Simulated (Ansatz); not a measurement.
**B: rattling a relaxed structure**

The cell was found from a structure generator's guess, not taken from experiment.

Theory: DFT PBE, scalar-relativistic, plane waves, PAW (Ansatz). Cutoff 420 eV; k points 12×12×24 on the computed 4-atom cell (Γ-centred); Gaussian smearing, width 0.10 eV; no spin polarisation.

The cell below (4 atoms, space group P4_2/mmc (No. 131)) is relaxed within its symmetry.

```cif
data_structure
_symmetry_space_group_name_H-M 'P 1'
_symmetry_Int_Tables_number 1
_cell_length_a 4.0226
_cell_length_b 4.0226
_cell_length_c 1.8894
_cell_angle_alpha 90.000
_cell_angle_beta 90.000
_cell_angle_gamma 90.000
_cell_volume 30.57
loop_
_atom_site_label
_atom_site_type_symbol
_atom_site_fract_x
_atom_site_fract_y
_atom_site_fract_z
_atom_site_occupancy
B1 B 0.50000 0.21311 0.00000 1
B2 B 0.50000 0.78689 0.00000 1
B3 B 0.78689 0.50000 0.50000 1
B4 B 0.21311 0.50000 0.50000 1
```

For the test a repeat of it with 8 atoms (edges 1.89, 4.02, 8.05 Å) was strained at random (σ = 1.5 % a component), the atoms were moved at random (σ = 0.10 Å), and all was relaxed again on a coarse 12×6×4 mesh (in the run’s order of axes) with 0.20 eV smearing, with no symmetry imposed.

Problem. Does it come back?

Solution. It returns, within 1 meV/atom of the unmoved cell on that mesh and with the same symmetry when read at 0.1 Å (Cccm at 0.01 Å, so small strains and shifts remain). So it is stable against the distortions that fit this cell and that this random move excites. Modes that don't fit the cell aren't tested. Another cell of B relaxed alike, in R32, lies 284 meV/atom lower, so this cell isn't the stable form at this level.
